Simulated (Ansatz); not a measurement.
An Ansatz run on In2O3 built on the corundum prototype left the output below. The starting cell comes from a relaxation with PBE.

The cell given to it:
```
In O
1.0
     2.78782    1.60955    4.91874
    -2.78782    1.60955    4.91874
     0.00000   -3.21910    4.91874
In O
4 6
Direct
  0.85725 0.85725 0.85725
  0.35725 0.35725 0.35725
  0.14275 0.14275 0.14275
  0.64275 0.64275 0.64275
  0.45352 0.04648 0.75000
  0.04648 0.75000 0.45352
  0.54648 0.95352 0.25000
  0.25000 0.54648 0.95352
  0.95352 0.25000 0.54648
  0.75000 0.45352 0.04648
```

The log, with set-up remarks and timings taken out:
```
Crystal: 10 atoms, lattice volume = 132.427 Å³
Basis set: ecut = 420 eV, 2615 PW (Γ)
Bands: 54, of which v1, the nominal top of the filled ones, is band 44 counted from 1 (43 counted from 0)
Symmetry: 12 space group operations
Space group: R-3c (ITA 167)
k-points: 32 of 216
preconditioner: auto → Resta (q_TF=auto, 2.549 Å⁻¹)  ε∞=4.7  [insulator: Δε(μ)=0.641 eV  σ=0.020 eV  ℏωp=30.3 eV]
relax step 1: F+E_penalty+E_count = -25161.06353368 eV  max|allowed force component| = 1.274e-1 eV/Å  Δτ_max = 0.0000 Å  P = -10.664 GPa  Ω = 132.427 Å³
relax step 2: F+E_penalty+E_count = -25161.39904751 eV  max|allowed force component| = 8.864e-2 eV/Å  Δτ_max = 0.0111 Å  P = +2.355 GPa  Ω = 122.527 Å³
relax step 3: F+E_penalty+E_count = -25161.40167027 eV  max|allowed force component| = 1.930e-2 eV/Å  Δτ_max = 0.0059 Å  P = -0.281 GPa  Ω = 124.247 Å³
relax step 4: F+E_penalty+E_count = -25161.40285728 eV  max|allowed force component| = 9.667e-3 eV/Å  Δτ_max = 0.0010 Å  P = -0.024 GPa  Ω = 124.075 Å³
relax step 5: F+E_penalty+E_count = -25161.40309277 eV  max|allowed force component| = 5.511e-3 eV/Å  Δτ_max = 0.0004 Å  P = +0.021 GPa  Ω = 124.037 Å³
relax step 6: F+E_penalty+E_count = -25161.40305947 eV  max|allowed force component| = 5.700e-4 eV/Å  Δτ_max = 0.0003 Å  P = +0.009 GPa  Ω = 124.044 Å³
relax step 7: F+E_penalty+E_count = -25161.36807622 eV  max|allowed force component| = 3.332e-3 eV/Å  Δτ_max = 0.0000 Å  P = -0.393 GPa  Ω = 124.044 Å³  (SCF on a basis re-selected at this cell)
relax step 8: F+E_penalty+E_count = -25161.36999187 eV  max|allowed force component| = 5.764e-4 eV/Å  Δτ_max = 0.0012 Å  P = -0.007 GPa  Ω = 123.774 Å³
relax step 9: F+E_penalty+E_count = -25161.36853789 eV  max|allowed force component| = 4.943e-4 eV/Å  Δτ_max = 0.0000 Å  P = -0.017 GPa  Ω = 123.774 Å³  (SCF on a basis re-selected at this cell)
SCF converged after 5 iterations
Free energy (F): -25161.368538 eV
Fermi energy:    9.563286 eV
--- Per-component energies (eV) ---
  E_band       = 35.131024
  E_kinetic    = 2033.166752
  E_local      = -5805.355769
  E_nonlocal   = 1797.698535
  E_hartree    = 2219.302913
  E_xc         = -1283.565731
  E_vxc        = -958.224031
  E_paw        = -16968.930621
  E_vpaw       = -1470.775024
  E_ewald      = -7155.419139
  E_core_change = 1.719675
--- Stress (GPa, compression-positive) ---
       -0.015553       0.000000       0.000000
        0.000000      -0.015553       0.000000
        0.000000       0.000000      -0.019645
  P = ⅓ Tr σ = -0.0169 GPa (-0.169 kbar)
--- Relaxed structure (7 steps of the walk, 7 accepted, 2 SCFs on fresh bases) ---
  F+E_penalty+E_count = -25161.36853789 eV   max|allowed force component| = 4.943e-4 eV/Å
  cell:  # Å, volume = 123.7742 Å³
    - [2.730923, 1.576699, 4.790937]
    - [-2.730923, 1.576699, 4.790937]
    - [0.000000, -3.153399, 4.790937]
  atoms:
    - { symbol: In, position: [0.857672, 0.857672, 0.857672] }
    - { symbol: In, position: [0.357672, 0.357672, 0.357672] }
    - { symbol: In, position: [0.142328, 0.142328, 0.142328] }
    - { symbol: In, position: [0.642328, 0.642328, 0.642328] }
    - { symbol: O, position: [0.454457, 0.045543, 0.750000] }
    - { symbol: O, position: [0.045543, 0.750000, 0.454457] }
    - { symbol: O, position: [0.545543, 0.954457, 0.250000] }
    - { symbol: O, position: [0.250000, 0.545543, 0.954457] }
    - { symbol: O, position: [0.954457, 0.250000, 0.545543] }
    - { symbol: O, position: [0.750000, 0.454457, 0.045543] }
```

Q: What input produced it? Give the YAML.

A:
```yaml
crystal:
  # lattice and atoms as above
kpoints:
  mp_grid: { grid: [6, 6, 6] }
hamiltonian:
  xc: lda
scf:
  occupations: { method: fermi_dirac, width: 0.02 }
relax:
  f_tol: 0.005
  cell: {}
```
The relax steps with a changing cell volume need the relax block with cell. Close relatives of this functional can't be ruled out from these lines alone. Keys that aren't typed take their defaults; thresholds and the kind of smearing can't be read off these lines.

Command: `ansatz run input.yaml --threads 4 --pin off --max-ram 7372MiB --backend cpu --events-out ev --progress --plain --runs-dir out`.

Q: What wall time did it need on 4 threads of Arm Neoverse V2, on a shared host, and how much host memory at the peak?

A: About 26 s, with a peak of 0.56 GiB.

(Simulation; spin polarisation is off.)
